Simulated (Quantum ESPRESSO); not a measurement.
**Cl under changes of volume**

One of the cells (29.048 Å³/atom); the others are scaled copies at fixed shape and fractional positions:

```xyz
4
Lattice="3.1450 -2.2500 0.0000 3.1450 2.2500 0.0000 0.0000 0.0000 8.2100" Properties=species:S:1:pos:R:3 pbc="T T T"
Cl    3.1450    0.5850    3.2840
Cl    3.1450    1.6650    7.3890
Cl    3.1450   -0.5850    4.9260
Cl    3.1450   -1.6650    0.8210
```

* Program: Quantum ESPRESSO 7.5
* Functional: r2SCAN
* Potentials or basis: SG15 PBE 1.2
* Cutoff: 789 eV
* Density cutoff: 3157 eV
* k mesh: 5 × 5 × 3
* Occupations: fermi-dirac, width 0.05 eV
* Spin: no spin polarisation

| volume (Å³/atom) | energy over the lowest point (meV/atom) | pressure (GPa) | gap on the mesh (eV) | largest force (eV/Å) |
| --- | --- | --- | --- | --- |
| 27.305 | 7.96 | 1.8 | 3.07 | 0.876 |
| 27.886 | 2.78 | 1.0 | 2.99 | 0.584 |
| 28.467 | 0.22 | 0.3 | 2.90 | 0.316 |
| 29.048 | 0.00 | -0.3 | 2.82 | 0.094 |
| 29.629 | 1.88 | -0.8 | 2.74 | 0.199 |
| 30.210 | ? | ? | ? | ? |
| 30.791 | 11.04 | -1.7 | 2.60 | 0.611 |

Task: What does the run at 30.210 Å³/atom give?

Result: Energy over the lowest point 5.62 meV/atom; pressure -1.3 GPa; gap on the mesh 2.67 eV; largest force 0.410 eV/Å.

Worked out: A Birch-Murnaghan fit of order 3 (a polynomial in V^(-2/3)) to the other rows has its minimum at 28.81 Å³/atom with B0 = V·E''(V) = 30 GPa and B' = 4.6 at fixed shape and positions, which overstates the stiffness. It gives 5.62 meV/atom at 30.210 Å³/atom, against the run's 5.62, and -dE/dV = -1.3 GPa, against -1.3. A straight line through the other rows of the gap, of slope -3.95 eV per unit of ln V, gives 2.67 eV, against the run's 2.67.

Energies are extrapolated to zero smearing.

Caveats: the potentials were made for another functional, which shifts forces and pressure; this potential file gives levels or pressures that part from those of other sets; an odd mesh through Γ misses points on the zone boundary, where band edges often lie.
